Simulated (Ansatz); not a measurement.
# SnO: a trial structure relaxed

Where does this trial cell of SnO go when cell and atoms are let free?

Computed with Ansatz 0.2.0 (DFT PBE, scalar-relativistic, plane waves, PAW, unless a step's input says otherwise).

2 further runs of the same task are left out: 1 that didn't finish, 1 set aside as unsound or not needed.

## (1) The starting structure

The structure is hexagonal, space group P6_3/mmc (No. 194). Conventional cell: a = 3.316 Å, b = 3.316 Å, c = 6.388 Å, α = 90.00°, β = 90.00°, γ = 120.00°. Around Sn (site symmetry -6m2) lie 6 O at 2.49 Å. O (site symmetry -3m) is surrounded by 6 Sn at 2.49 Å.

Coordinates:

```
Sn O
1.0
     3.31587    0.00000    0.00000
    -1.65793    2.87163    0.00000
     0.00000    0.00000    6.38839
Sn O
2 2
Direct
  0.33333 0.66667 0.25000
  0.66667 0.33333 0.75000
  0.00000 0.00000 0.00000
  0.00000 0.00000 0.50000
```

Recipe of the guess: close-packed anion layers stacked AA|A, with sites between them filled layer by layer (P6_3/mmc, No. 194). Its size is a rough estimate.

## (2) The guess as it stands, on a coarse mesh

Input file input.yaml:

```yaml
crystal:
  lattice:
    - [3.31586795, 0.0, 0.0]
    - [-1.65793398, 2.87162588, 0.0]
    - [0.0, 0.0, 6.38839287]
  atoms:
    - { symbol: Sn, position: [0.33333333, 0.66666667, 0.25] }
    - { symbol: Sn, position: [0.66666667, 0.33333333, 0.75] }
    - { symbol: O, position: [0.0, 0.0, 0.0] }
    - { symbol: O, position: [0.0, 0.0, 0.5] }
basis:
  ecutwfc: 420
kpoints:
  mp_grid: { grid: [6, 6, 4] }
hamiltonian:
  xc: pbe
scf:
  occupations: { method: gaussian, width: 0.1 }
  lower_state_search: "off"
output:
  forces: true
  stress: true
  eigenvalues: true
```

Run with:

```bash
$ ansatz run input.yaml --threads 1 --pin off --max-ram 2048MiB --backend cpu --events-out ev --progress --plain --runs-dir out
```

The session goes on with these runs: a loose first relaxation; relaxation on the finer mesh.

Before running it: what results should come out? Wanted: conventional cell; volume; energy over the elements; gap on the mesh.

As calculated:

| quantity | value |
| --- | --- |
| symmetry at the end (tolerance 0.05 Å) | space group P6_3/mmc (No. 194) |
| conventional cell | a = 3.424 Å, b = 3.424 Å, c = 6.382 Å, α = 90.00°, β = 90.00°, γ = 120.00° |
| volume | 16.20 Å³/atom |
| energy over the elements (uncorrected; H, N, O, F and Cl as molecules), grey Sn | -0.77 eV/atom |
| gap on the mesh | none (metal) |

The space group P6_3/mmc (No. 194) is kept, and the volume per atom grows by 6.6 % from the first guess. A negative formation energy is needed for stability but isn't enough; other structures and compounds were not set against it here. No finished test with a distortion of lower symmetry is shown, so the end may be a saddle point.
